**Plane-by-plane weight of states below the Fermi level in an AlP(100) slab**

The table gives the share of each of ten atomic planes in the 2.277 states per cell between −0.25 eV and the Fermi level, from one plane-wave PAW calculation with PBE and no spin on an unreconstructed slab with a held P face and a relaxed Al face. The program fits two added exponential tails to the logarithm of the shares, then adds an alternation factor per tail, and separately fits rows 2 to 9 and extrapolates to the end planes. The smooth curve gives decay lengths near 2 Å and misses rows 8 and 9 by +25 % and −24 % and rows 2 and 10 by about 11 %, far beyond rounding. Leaving out the end planes does not remove the break at rows 8 and 9; the alternation factor (1.40 at the top, 1.14 at the bottom) reduces it but worsens rows 4, 6 and 7. Ratios over two planes within rows 1 to 5 and within rows 6 to 10 stay between 0.23 and 0.32.

Ansatz 0.2.0, scalar-relativistic PBE with plane waves and PAW (420 eV cutoff, 22×22×1 k mesh, 0.05 eV Gaussian smearing, no spin polarization), for a clean 1×1 AlP(100) slab relaxed with its lower five planes held. Shares are of the states from 0.25 eV below the Fermi level up to it, each counted full; rows run from the bottom plane up, with heights from the top atom.

## Program and output

```python
# Table: share of each atomic plane in the states from -0.25 to 0 eV of a 10-plane AlP(100) slab
# (Ansatz, PBE, plane-wave PAW, no spin). Tested: two added exponential tails from the two faces,
# then an alternation factor per tail, and a fit without the two end planes.
T = {
    'row': [1, 2, 3, 4, 5, 6, 7, 8, 9, 10],
    'plane_share': [0.317, 0.133, 0.079, 0.04, 0.022, 0.016, 0.023, 0.055, 0.073, 0.243],
    'plane_formula': ['P', 'Al', 'P', 'Al', 'P', 'Al', 'P', 'Al', 'P', 'Al'],
    'plane_height': [-12.457, -11.095, -9.732, -8.369, -7.006, -5.626, -4.217, -2.847, -1.429, 0.0],  # angstrom
}
import numpy as np
from scipy.optimize import least_squares
s = np.array(T['plane_share'], float)
z = np.array(T['plane_height'], float)
f = list(T['plane_formula'])
n = len(s)
N, kvac = 2.27686, 2.309062  # same run: states per cell in window; vacuum decay of density, 1/A
db, dt = z - z[0], z[-1] - z
pb = np.array([1.0 if x == f[0] else -1.0 for x in f])
def tails(p):
    a, b = (p[4], p[5]) if len(p) > 4 else (0.0, 0.0)
    return np.exp(p[0] - db/p[1] + a*pb), np.exp(p[2] - dt/p[3] - b*pb)
def fit(p0, m):
    p = least_squares(lambda q: (np.log(sum(tails(q))) - np.log(s))[m], p0).x
    return p, sum(tails(p))
al = np.ones(n, bool)
inn = al.copy()
inn[[0, -1]] = False
g = [-1.3, 2.0, -1.5, 2.0]
pS, mS = fit(g, al)
pA, mA = fit(g + [0.0, 0.0], al)
pI, mI = fit(g, inn)
j = lambda v, d=2: ' '.join('%.*f' % (d, x) for x in v)
print('sum of shares %.3f; rows 1-5 %.3f, rows 6-10 %.3f; P %.3f, Al %.3f' % (s.sum(), s[:5].sum(), s[5:].sum(), s[pb > 0].sum(), s[pb < 0].sum()))
print('states per cell: row 1 %.2f, row 10 %.2f, row 6 %.3f; window mean %.1f states/eV' % (s[0]*N, s[-1]*N, s[5]*N, N/0.25))
print('row1/row6 %.1f, row10/row6 %.1f' % (s[0]/s[5], s[-1]/s[5]))
print('electrons 5*(3+5)=%d, in 18 bonds %d, left %d (P face %.1f, Al face %.1f)' % (40, 36, 40-36, 2*5/4, 2*3/4))
rb, rt = s[1:6]/s[:5], s[::-1][1:5]/s[::-1][:4]
r2b, r2t = s[2:5]/s[:3], s[::-1][2:5]/s[::-1][:3]
print('one-step ratios from bottom (2/1 .. 6/5):', j(rb))
print('one-step ratios from top (9/10 .. 6/7):', j(rt))
print('two-step ratios from bottom (3/1 4/2 5/3):', j(r2b))
print('two-step ratios from top (8/10 7/9 6/8):', j(r2t))
dz = np.diff(z)
print('spacings (A):', j(dz, 3))
print('largest spacing over held spacing: %+.1f %%' % (100*(dz.max()/dz[:4].mean()-1)))
print('S: smooth, all rows; A: with alternation; I: smooth, rows 2-9 (rows 1, 10 extrapolated)')
print('deviation = table/model - 1 in %; rounding = 0.0005/share in %')
print('row atom share | S dev | A dev | I dev | rounding')
for i in range(n):
    print('%2d %2s %.3f | %.3f %+5.1f | %.3f %+5.1f | %.3f %+5.1f | %.1f' % (i+1, f[i], s[i], mS[i], 100*(s[i]/mS[i]-1), mA[i], 100*(s[i]/mA[i]-1), mI[i], 100*(s[i]/mI[i]-1), 0.05/s[i]))
for name, p, m, k in (('S', pS, mS, al), ('A', pA, mA, al), ('I', pI, mI, inn)):
    r = np.log(s/m)[k]
    w = np.arange(1, n+1)[k][np.argsort(-abs(r))[:3]]
    print('%s: bottom amp %.3f L %.2f A; top amp %.3f L %.2f A' % (name, np.exp(p[0]), p[1], np.exp(p[2]), p[3]))
    print('   rms log dev %.3f, per free row %.3f (%d rows, %d constants), worst rows %s' % (np.sqrt(np.mean(r**2)), np.sqrt((r**2).sum()/(len(r)-len(p))), len(r), len(p), ' '.join(map(str, w))))
print('rms log rounding %.3f' % np.sqrt(np.mean((0.0005/np.sqrt(3)/s)**2)))
print('A: face species over other species: bottom tail %.2f, top tail %.2f' % (np.exp(2*pA[4]), np.exp(2*pA[5])))
print('S: table - model (share), rows 1-10:', ' '.join('%+.3f' % x for x in s-mS))
print('I: table - model at row 1 %+.3f, row 10 %+.3f' % (s[0]-mI[0], s[-1]-mI[-1]))
tb, tt = tails(pA)
print('A: bottom, top tail at row 5 %.3f %.3f, row 6 %.3f %.3f, row 7 %.3f %.3f' % (tb[4], tt[4], tb[5], tt[5], tb[6], tt[6]))
u = (s - tb)[::-1]
print('top ratios with bottom tail of A removed (9/10 8/9 7/8):', j(u[1:4]/u[:3]))
print('density decay 1/L in S: bottom %.2f, top %.2f 1/A; vacuum %.2f 1/A, ratio %.1f, %.1f' % (1/pS[1], 1/pS[3], kvac, kvac*pS[1], kvac*pS[3]))
assert abs(s.sum()-1) < 0.005 and np.argmin(s) == 5
assert np.all(rb < 1) and np.all(rt < 1)
assert rt[1] > 2*rt[0] and rt[1] > 1.5*rt[2]
assert np.all((np.r_[r2b, r2t] > 0.2) & (np.r_[r2b, r2t] < 0.35))
```

Output:

```
sum of shares 1.001; rows 1-5 0.591, rows 6-10 0.410; P 0.514, Al 0.487
states per cell: row 1 0.72, row 10 0.55, row 6 0.036; window mean 9.1 states/eV
row1/row6 19.8, row10/row6 15.2
electrons 5*(3+5)=40, in 18 bonds 36, left 4 (P face 2.5, Al face 1.5)
one-step ratios from bottom (2/1 .. 6/5): 0.42 0.59 0.51 0.55 0.73
one-step ratios from top (9/10 .. 6/7): 0.30 0.75 0.42 0.70
two-step ratios from bottom (3/1 4/2 5/3): 0.25 0.30 0.28
two-step ratios from top (8/10 7/9 6/8): 0.23 0.32 0.29
spacings (A): 1.362 1.363 1.363 1.363 1.380 1.409 1.370 1.418 1.429
largest spacing over held spacing: +4.9 %
S: smooth, all rows; A: with alternation; I: smooth, rows 2-9 (rows 1, 10 extrapolated)
deviation = table/model - 1 in %; rounding = 0.0005/share in %
row atom share | S dev | A dev | I dev | rounding
 1  P 0.317 | 0.303  +4.7 | 0.318  -0.3 | 0.296  +7.1 | 0.2
 2 Al 0.133 | 0.150 -11.3 | 0.138  -3.6 | 0.146  -8.8 | 0.4
 3  P 0.079 | 0.075  +5.8 | 0.079  +0.3 | 0.073  +8.9 | 0.6
 4 Al 0.040 | 0.038  +4.6 | 0.036 +11.1 | 0.037  +6.9 | 1.2
 5  P 0.022 | 0.022  +0.8 | 0.023  -2.5 | 0.022  -0.0 | 2.3
 6 Al 0.016 | 0.017  -7.1 | 0.019 -13.6 | 0.018 -11.7 | 3.1
 7  P 0.023 | 0.023  -1.0 | 0.021 +10.6 | 0.024  -4.5 | 2.2
 8 Al 0.055 | 0.044 +24.8 | 0.051  +7.9 | 0.042 +29.5 | 0.9
 9  P 0.073 | 0.096 -24.3 | 0.079  -7.3 | 0.085 -13.8 | 0.7
10 Al 0.243 | 0.219 +11.1 | 0.243  +0.2 | 0.175 +39.1 | 0.2
S: bottom amp 0.303 L 1.93 A; top amp 0.218 L 1.73 A
   rms log dev 0.128, per free row 0.166 (10 rows, 4 constants), worst rows 9 8 2
A: bottom amp 0.297 L 1.94 A; top amp 0.205 L 1.78 A
   rms log dev 0.075, per free row 0.119 (10 rows, 6 constants), worst rows 6 4 7
I: bottom amp 0.296 L 1.92 A; top amp 0.174 L 1.95 A
   rms log dev 0.126, per free row 0.178 (8 rows, 4 constants), worst rows 8 9 6
rms log rounding 0.009
A: face species over other species: bottom tail 1.14, top tail 1.40
S: table - model (share), rows 1-10: +0.014 -0.017 +0.004 +0.002 +0.000 -0.001 -0.000 +0.011 -0.023 +0.024
I: table - model at row 1 +0.021, row 10 +0.068
A: bottom, top tail at row 5 0.019 0.003, row 6 0.008 0.010, row 7 0.005 0.016
top ratios with bottom tail of A removed (9/10 8/9 7/8): 0.30 0.74 0.35
density decay 1/L in S: bottom 0.52, top 0.58 1/A; vacuum 2.31 1/A, ratio 4.5, 4.0
```
